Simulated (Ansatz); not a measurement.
Here is an Ansatz 0.2.0 calculation.

Contents of input.yaml:

```yaml
crystal:
  lattice:
    - [-1.472872, 1.71213, 4.212083]
    - [1.472872, -1.71213, 4.212083]
    - [1.472872, 1.71213, -4.212083]
  atoms:
    - { symbol: Ti, position: [0.0, 0.0, 0.0] }
    - { symbol: Si, position: [0.670078, 0.670078, 0.0] }
    - { symbol: Si, position: [0.329922, 0.329922, 0.0] }
hamiltonian:
  xc: pbesol
  pseudopotentials: { kind: paw }
  hubbard: { sites: [{ species: Ti, l: d, u_eff: 8.0 }] }
kpoints:
  mp_grid: { grid: [12, 12, 12] }
scf:
  occupations: { method: fermi_dirac, width: 0.05 }
output:
  forces: true
  stress: true
  eigenvalues: true
relax:
  f_tol: 0.01
  max_steps: 40
  cell: { stress_tol: 0.05 }
```

Potentials or basis: Ansatz PAW.

Run with:

```sh
$ ansatz run input.yaml --threads 2 --pin off --max-ram 5632MiB --backend cpu --events-out ev --progress --plain --runs-dir out
```

(1) Predict the band gap on the k mesh.

(2) What does it give for the space group after relaxing (to 0.05 Å)?

(3) What does it give for the relaxed cell?

Results:

(1) none (metal or under the smearing width).

(2) I4/mmm (No. 139).

(3) a = 5.423 Å, b = 5.423 Å, c = 5.423 Å, α = 144.83°, β = 144.82°, γ = 50.59°.

Caveat: the electronic state changed during the relaxation; the magnetic or orbital state may not be the lowest; U without spin polarisation on a metal has little footing; the U is typed as a test and isn't derived for this compound.
